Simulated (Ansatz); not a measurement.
## Formation energy of KF

Computed with Ansatz (plane waves, PAW, 420 eV cutoff): PBE, scalar-relativistic, no spin polarisation, 12×12×12 k-mesh, Gaussian smearing of 0.05 eV. The datasets are Ansatz's generated set soft_2.

The chain of runs began from a cell as deposited in COD, expanded in volume.

It takes space group Fm-3m (No. 225, cubic). Conventional cell: a = 5.420 Å, b = 5.420 Å, c = 5.420 Å, α = 90.00°, β = 90.00°, γ = 90.00°. K (site symmetry m-3m) is surrounded by 6 F at 2.71 Å. Around F (site symmetry m-3m) lie 6 K at 2.71 Å. (Neighbours are counted to 15 % beyond the shortest distance.)

The elements were computed in their standard states (gases as isolated molecules) with the same datasets, cutoff and functional. Absolute energies hang on the potentials; compare differences alone.

Energy of the relaxed cell (2 atoms, smearing extrapolated to zero): -2348.803 eV. Elements, in eV/atom: K -1537.782, F -805.594.

What is the formation energy?

[-2348.803 − (1 × -1537.782 + 1 × -805.594)] / 2 = -2.71 eV/atom, or -262 kJ per mole of atoms.

The value is for 0 K, without zero-point energy and without any correction for the binding of gas molecules. Uncorrected semilocal values for oxides, chalcogenides and halides often miss by tenths of an eV an atom. A negative value shows stability against the elements alone, not against other compounds or structures.

Bader charges against formal ones: K +0.86 (+1), F −0.86 (−1). The cations give up 86 % of the formal charge; Bader charges stay under formal ones because the anions' density reaches into the cations' basins, though a share this high marks a strongly ionic bond.

Formal charges K⁺, F⁻ balance and leave closed shells on every ion, so a band insulator is expected, and the gap is 5.96 eV.

Semilocal functionals underestimate band gaps, commonly by a third or more. The relaxed cell is 4 % larger in volume than the cell of this structure in the Crystallography Open Database (19.11 Å³/atom, 1963).
